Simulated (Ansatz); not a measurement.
Spinel MgAl2O4 was calculated with BLYP (Ansatz, an electronic-structure program, PAW).

Settings: plane-wave cutoff 520 eV, 8×8×8 k mesh, Fermi–Dirac smearing 0.01 eV, scalar-relativistic PAW data made under PBE.

Shape and atoms are relaxed at each volume.

Pressure at four volumes; x = ln(V/9.879 Å³). One pressure is withheld.

| V (Å³/atom) | x | P (GPa) |
|---|---|---|
| 9.483 | -0.0409 | 7.80 |
| 9.879 | 0.0000 | 0.02 |
| 10.076 | 0.0197 | -3.32 |
| 10.274 | 0.0392 | ? |

Q: Pass a parabola P(x) through the three rows shown, estimate the bulk modulus and its pressure derivative near zero pressure, and predict the withheld pressure.

A: Slopes between the rows: (0.02 − (7.80))/(0.0000 − (-0.0409)) = -190.22 and (-3.32 − (0.02))/(0.0197 − (0.0000)) = -169.54 GPa. Their difference over the span 0.0606 is c = 20.68/0.0606 = 341.3 GPa, so P(x) = 7.80 + (-190.22)(x − (-0.0409)) + 341.3 (x − (-0.0409))(x − (0.0000)). At the middle row B = −dP/dx = −[-190.22 + 341.3 × 0.0409] = 176.3 GPa, and B′ = dB/dP = 2c/B = 3.9. At x = 0.0392 the parabola gives -6.36 GPa; the run gives -6.33 GPa. The Birch–Murnaghan fit to the energies at all volumes has B0 = 175 GPa and B′ = 4.1.

Measured, for comparison: bulk modulus 195 GPa (300 K, copied from a table, unchecked, no zero-point or thermal correction; as tabulated in BurnMan's mineral tables). Computed (rounded) less measured: bulk modulus not scored (unchecked).

Note: the bulk modulus comes from volumes at which shape and atoms were relaxed.
